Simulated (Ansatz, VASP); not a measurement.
Given: the input of a run of VASP 6.6.1 on Cd.

Contents of INCAR:

```
  ALGO = Fast
  EDIFF = 1E-6
  ENCUT = 520
  GGA = PE
  ISIF = 2
  ISMEAR = -1
  LASPH = T
  LCHARG = T
  LELF = T
  LREAL = F
  LVHAR = T
  LWAVE = F
  NBANDS = 19
  NELM = 100
  PREC = Accurate
  SIGMA = 0.05
```

The input KPOINTS:

```
k-points
0
Gamma
  10 10 5
```

POSCAR

```
Cd
1.0
    2.9788700000      0.0000000000      0.0000000000
   -1.4894350000      2.5797770946      0.0000000000
    0.0000000000      0.0000000000      5.6176500000
Cd
2
Direct
    0.6558780000      0.3294790000      0.7612670000
    0.3121480000      0.6811190000      0.2579970000
```

Potentials or basis: VASP PAW PBE potentials, release 64 (Cd).

Command:

```sh
$ cat potpaw_PBE.64/Cd/POTCAR > POTCAR
$ mpirun -np 1 vasp_std > vasp.out
```

Translate it to Ansatz 0.2.0. Potentials there: all-electron LAPW, scalar-relativistic.

As run (the cutoff follows the program's own potentials):

The input input.yaml:

```yaml
crystal:
  lattice:
    - [2.97887, 0.0, 0.0]
    - [-1.489435, 2.5797770946, 0.0]
    - [0.0, 0.0, 5.61765]
  atoms:
    - { symbol: Cd, position: [0.655878, 0.329479, 0.761267] }
    - { symbol: Cd, position: [0.312148, 0.681119, 0.257997] }
kpoints:
  mp_grid: { grid: [10, 10, 5] }
scf:
  occupations: { method: fermi_dirac, width: 0.05 }
hamiltonian:
  xc: pbe
  pseudopotentials: { kind: all_electron, lapw: { basis_error: 0.001 } }
output:
  forces: true
  stress: true
  eigenvalues: true
  populations: true
```

Potentials or basis: all-electron LAPW, scalar-relativistic.

Command:

```bash
$ ansatz run input.yaml --threads 1 --pin off --max-ram 2560MiB --backend cpu --events-out ev --progress --plain --runs-dir out
```

Both were run:

|  | VASP | Ansatz | Ansatz less VASP |
| --- | --- | --- | --- |
| gap on the k mesh at the Fermi level (eV) | none | none | - |
| pressure (GPa) | 3.3 | 2.9 | -0.37 |
| largest component of the traceless stress (GPa) | 1.30 | 1.16 | -0.143 |
| rms of the force components (eV/Å) | 0.024 | 0.023 | -0.0007 |

Atom by atom the forces differ by 0.001 eV/Å (rms over components). A gap of «none» marks a metal or a gap that the smearing closes. Ansatz ran all-electron here, so the differences hold the error of VASP's frozen core and of both bases.
